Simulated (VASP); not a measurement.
A run of VASP 6.6.1 is set up as follows.

File INCAR:

```
SYSTEM = AlP
ALGO = Normal
EDIFF = 1E-6
ENCUT = 520
GGA = PE
ISIF = 2
ISMEAR = 0
LASPH = .True.
LCHARG = .False.
LREAL = .False.
LWAVE = .False.
NELM = 80
PREC = Accurate
SIGMA = 0.03
```

Contents of KPOINTS:

```
k-points
0
Gamma
  8 8 8
  0 0 0
```

The input POSCAR:

```
AlP                                     
1.0
    0.0000000000      2.7357031041      2.7357031041
    2.7357031041      0.0000000000      2.7357031041
    2.7357031041      2.7357031041      0.0000000000
  Al              P             
     1     1
Direct
     0.0000000000000000    0.0000000000000000    0.0000000000000000
     0.2500000000000000    0.2500000000000000    0.2500000000000000
```

The input KPOINTS_OPT:

```
explicit points
202
Reciprocal
 0.0000000000  0.0000000000  0.0000000000 1
 0.0555555556  0.0000000000  0.0555555556 1
 0.1111111111  0.0000000000  0.1111111111 1
 0.1666666667  0.0000000000  0.1666666667 1
 0.2222222222  0.0000000000  0.2222222222 1
 0.2777777778  0.0000000000  0.2777777778 1
[... 194 lines left out ...]
 0.5107354300  0.0214708600  0.5107354300 1
 0.4892645700 -0.0214708600  0.4892645700 1
```

Potentials or basis: VASP PAW PBE potentials, release 64 (Al, P).

Run with:

```console
$ cat potpaw_PBE.64/Al/POTCAR potpaw_PBE.64/P/POTCAR > POTCAR
$ mpirun -np 1 vasp_std > vasp.out
```

Task: What does it give for the band gap along the path?

Result: 1.59 eV, indirect (least direct gap 3.25 eV).

Task: What does it give for the pressure?

Result: 1.6 GPa.

Task: Predict the band gap on the k mesh.

Result: 1.59 eV, indirect (least direct gap 3.25 eV).

Levels at the corners of the path, in eV from the valence-band top:
```
point  band 1  band 2  band 3  band 4  band 5  band 6  band 7  band 8
    Γ  -11.47    0.00    0.00    0.00    3.25    4.55    4.55    4.55
    X   -9.15   -5.29   -2.09   -2.09    1.59    2.47   11.02   11.02
    X   -9.15   -5.29   -2.09   -2.09    1.59    2.47   11.02   11.02
    W   -9.10   -4.90   -3.15   -2.79    4.32    5.91    6.14    6.36
    W   -9.10   -4.90   -3.15   -2.79    4.32    5.91    6.14    6.36
    K   -9.18   -5.01   -3.39   -1.72    2.44    5.10    8.44    8.71
    K   -9.18   -5.01   -3.39   -1.72    2.44    5.10    8.44    8.71
    Γ  -11.47    0.00    0.00    0.00    3.25    4.55    4.55    4.55
    Γ  -11.47    0.00    0.00    0.00    3.25    4.55    4.55    4.55
    L   -9.81   -5.50   -0.76   -0.76    2.79    4.82    4.82    8.26
    L   -9.81   -5.50   -0.76   -0.76    2.79    4.82    4.82    8.26
    U   -9.18   -5.01   -3.39   -1.72    2.44    5.10    8.44    8.71
    U   -9.18   -5.01   -3.39   -1.72    2.44    5.10    8.44    8.71
    W   -9.10   -4.90   -3.15   -2.79    4.32    5.91    6.14    6.36
    W   -9.10   -4.90   -3.15   -2.79    4.32    5.91    6.14    6.36
    L   -9.81   -5.50   -0.76   -0.76    2.79    4.82    4.82    8.26
    L   -9.81   -5.50   -0.76   -0.76    2.79    4.82    4.82    8.26
    K   -9.18   -5.01   -3.39   -1.72    2.44    5.10    8.44    8.71
    U   -9.18   -5.01   -3.39   -1.72    2.44    5.10    8.44    8.71
    X   -9.15   -5.29   -2.09   -2.09    1.59    2.47   11.02   11.02
```

**The experiment to reproduce.**

A printed reference work, data compilation reports, for a bulk crystal of AlP at 4.2 K: band gap 2.505 eV (indirect).

Measured gap of AlP: 2.505 eV (indirect; 4.2 K; a printed reference work, data compilation). This calculation gives 1.59 eV (-0.91 eV). The value is that of PBE, without temperature or zero-point motion. Semilocal functionals fall short of measured gaps as a rule.
